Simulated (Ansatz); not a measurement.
# I: the cost of one run

Program: Ansatz 0.2.0. Level of theory: DFT PBE, scalar-relativistic, plane waves, PAW. These are calculated values, not measurements.

### Step 1. Starting point

Symmetry: I4/mmm, No. 139, tetragonal system. Conventional cell: a = 3.235 Å, b = 3.235 Å, c = 8.530 Å, α = 90.00°, β = 90.00°, γ = 90.00°. I (site symmetry 4/mmm) has 4 I at 3.23 Å as nearest neighbours.

Structure file:

```cif
data_structure
_symmetry_space_group_name_H-M 'P 1'
_symmetry_Int_Tables_number 1
_cell_length_a 4.8395
_cell_length_b 4.8395
_cell_length_c 4.8395
_cell_angle_alpha 140.950
_cell_angle_beta 140.950
_cell_angle_gamma 56.414
_cell_volume 44.63
loop_
_atom_site_label
_atom_site_type_symbol
_atom_site_fract_x
_atom_site_fract_y
_atom_site_fract_z
_atom_site_occupancy
I1 I 0.00000 0.00000 0.00000 1
```

The structure comes from the Materials Project (structure only).

### Step 2. A distortion that keeps the symmetry

What differs from the listed cell: strain xx, yy, zz, yz, xz, xy = +1.7, +1.7, +3.2, +0.0, +0.0, +0.0 %.

The input, input.yaml:

```yaml
crystal:
  lattice:
    - [-1.6457129563, 1.6457129563, 4.4032863158]
    - [1.6457129563, -1.6457129563, 4.4032863158]
    - [1.6457129563, 1.6457129563, -4.4032863158]
  atoms:
    - { symbol: I, position: [0.0, 0.0, 0.0] }
basis:
  ecutwfc: 420
kpoints:
  mp_grid: { grid: [16, 16, 16] }
hamiltonian:
  xc: pbe
scf:
  occupations: { method: gaussian, width: 0.1 }
output:
  forces: true
  stress: true
  eigenvalues: true
  populations: true
```

Run with:

```console
$ ansatz run input.yaml --threads 1 --pin off --max-ram 1331MiB --backend cpu --events-out ev --progress --plain --runs-dir out
```

**Question.** How long does this run take on 1 thread of an x86-64 CPU, shared host, and how much memory does it need?

About 27 s, with a peak of 0.47 GiB.
